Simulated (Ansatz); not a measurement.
**Ga: energy and pressure over a range of volumes**

One table from this session's results is given with a row withheld; the runs are named, their logs left out.

Computed with Ansatz 0.2.0 (DFT PBE, scalar-relativistic, unless a step's input says otherwise).

**The system as given**

Symmetry: Cmce, No. 64, orthorhombic system. Conventional cell: a = 4.511 Å, b = 7.645 Å, c = 4.517 Å, α = 90.00°, β = 90.00°, γ = 90.00°. Ga (site symmetry m) has 7 Ga at 2.44 to 2.79 Å as nearest neighbours.

Coordinates:

```cif
data_structure
_symmetry_space_group_name_H-M 'P 1'
_symmetry_Int_Tables_number 1
_cell_length_a 4.4382
_cell_length_b 4.4382
_cell_length_c 4.5167
_cell_angle_alpha 90.000
_cell_angle_beta 90.000
_cell_angle_gamma 118.916
_cell_volume 77.88
loop_
_atom_site_label
_atom_site_type_symbol
_atom_site_fract_x
_atom_site_fract_y
_atom_site_fract_z
_atom_site_occupancy
Ga1 Ga 0.15250 0.84750 0.07850 1
Ga2 Ga 0.65250 0.34750 0.42150 1
Ga3 Ga 0.84750 0.15250 0.92150 1
Ga4 Ga 0.34750 0.65250 0.57850 1
```

Atoms are numbered in the order of the input: Ga1, Ga2, Ga3, Ga4.

Set-up of the first run:

Contents of input.yaml:

```yaml
crystal:
  lattice:
    - [2.2248685607, -3.7707396132, 0.0]
    - [2.2248685607, 3.7707396132, 0.0]
    - [0.0, 0.0, 4.4556560304]
  atoms:
    - { symbol: Ga, position: [0.1525, 0.8475, 0.0785] }
    - { symbol: Ga, position: [0.6525, 0.3475, 0.4215] }
    - { symbol: Ga, position: [0.8475, 0.1525, 0.9215] }
    - { symbol: Ga, position: [0.3475, 0.6525, 0.5785] }
kpoints:
  mp_grid: { grid: [9, 9, 8] }
  band_path:
    path:
      - [0.0, 0.0, 0.0]
      - [-0.5, 0.5, 0.0]
      - [-0.337035342, 0.662964658, 0.0]
      - [0.337035342, 0.337035342, 0.0]
      - [0.0, 0.0, 0.0]
      - [0.0, 0.0, 0.5]
      - [0.337035342, 0.337035342, 0.5]
      - [-0.337035342, 0.662964658, 0.5]
      - [-0.5, 0.5, 0.5]
    npoints: 5
scf:
  occupations: { method: fermi_dirac, width: 0.05 }
hamiltonian:
  xc: pbe
  pseudopotentials: { kind: all_electron, lapw: { basis_error: 0.001 } }
output:
  forces: true
  stress: true
  eigenvalues: true
```

The run is started by

```sh
> ansatz run input.yaml --threads 1 --pin off --max-ram 6144MiB --backend cpu --events-out ev --progress --plain --runs-dir out
```

Steps of the session up to this table: Volume × 0.96, LAPW; Volume × 0.96, PAW; Volume × 0.96, crystal datasets; Volume × 0.99, LAPW; Volume × 0.99, PAW; Volume × 0.99, crystal datasets; Volume × 1.02, LAPW; Volume × 1.02, PAW; Volume × 1.02, crystal datasets; Volume × 1.06, LAPW; Volume × 1.06, PAW; Volume × 1.06, crystal datasets.

One table of the session follows, with a row left open; its other results are not shown here.

```
          method  volume (Å³/atom)  pressure (GPa)  largest force (eV/Å)
            LAPW            18.690            5.05                 0.463
            LAPW            19.274            2.93                 0.442
            LAPW            19.858            1.16                 0.424
            LAPW            20.637           -0.77                 0.404
             PAW            18.690            5.03                 0.465
             PAW            19.274            2.91                 0.443
             PAW            19.858            1.14                 0.426
             PAW            20.637           -0.78                 0.405
crystal datasets            18.690            5.05                 0.464
crystal datasets            19.274            2.93                 0.442
crystal datasets            19.858               ?                     ?
crystal datasets            20.637           -0.77                 0.404
```

**Question.** Estimate the row for crystal datasets, 19.858.

**Answer.** pressure (GPa): 1.15; largest force (eV/Å): 0.424. In the column «pressure (GPa)» it lies between PAW, 19.858 (1.14) and LAPW, 19.858 (1.16).

Caveats from the session: Shape and positions are held, so a fully relaxed modulus can be lower. Warnings in the runs' records: crystal datasets made.
